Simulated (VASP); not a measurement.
Write the native input for VASP 6.6.1 that does the following.

* Task: relaxation of cell and atoms
* Functional: optB88-vdW
* Potentials or basis: VASP PAW PBE potentials, release 64 (Si)
* Cutoff: 600 eV
* k mesh: 12 × 12 × 11
* Occupations: fermi-dirac, width 0.05 eV
* Spin: no spin polarisation
* Further INCAR settings: ALGO = Fast; EDIFF = 1e-06; IBRION = 2; EDIFFG = -0.01; NSW = 60; ISIF = 3

The structure of Si lies in POSCAR:

```
Si
1.0
    2.6205428149      0.0000000000      0.0000000000
   -1.3102714075      2.2694566494      0.0000000000
    0.0000000000      0.0000000000      2.4663543900
Si
1
Direct
    0.0000000000      0.0000000000      0.0000000000
```

This isn't the form of Si at room conditions, which is diamond.

These files were run (other wordings do the same):

INCAR

```
  AGGAC = 0.0
  ALGO = Fast
  EDIFF = 1E-6
  EDIFFG = -0.01
  ENCUT = 600
  GGA = BO
  IBRION = 2
  ISIF = 3
  ISMEAR = -1
  LASPH = T
  LCHARG = F
  LREAL = F
  LUSE_VDW = T
  LWAVE = F
  NELM = 60
  NSW = 60
  PARAM1 = 0.1833333333
  PARAM2 = 0.22
  PREC = Accurate
  SIGMA = 0.05
```

KPOINTS

```
k-points
0
Gamma
  12 12 11
```

Potentials or basis: VASP PAW PBE potentials, release 64 (Si).

Run with:

```console
$ cat potpaw_PBE.64/Si/POTCAR > POTCAR
$ mpirun -np 1 vasp_std > vasp.out
```

Results of the run:

The relaxed volume is 15.51 Å³/atom, the relaxed cell is a = 2.665 Å, b = 2.665 Å, c = 2.522 Å, α = 90.00°, β = 90.00°, γ = 120.00° and the space group after relaxing (to 0.05 Å) is P6/mmm (No. 191). The energy gained by relaxing is 15.5 meV/atom and the ionic steps are 7. The pressure after relaxing is 0.0 GPa and the band gap on the k mesh is none (metal or under the smearing width).

Caveat: the PAW data sets were made with another functional, which shifts forces and pressure a little.

Wall time 76 s on 1 thread of Intel(R) Xeon(R) Platinum 8488C (Sapphire Rapids) (shared host), peak memory 0.25 GiB.
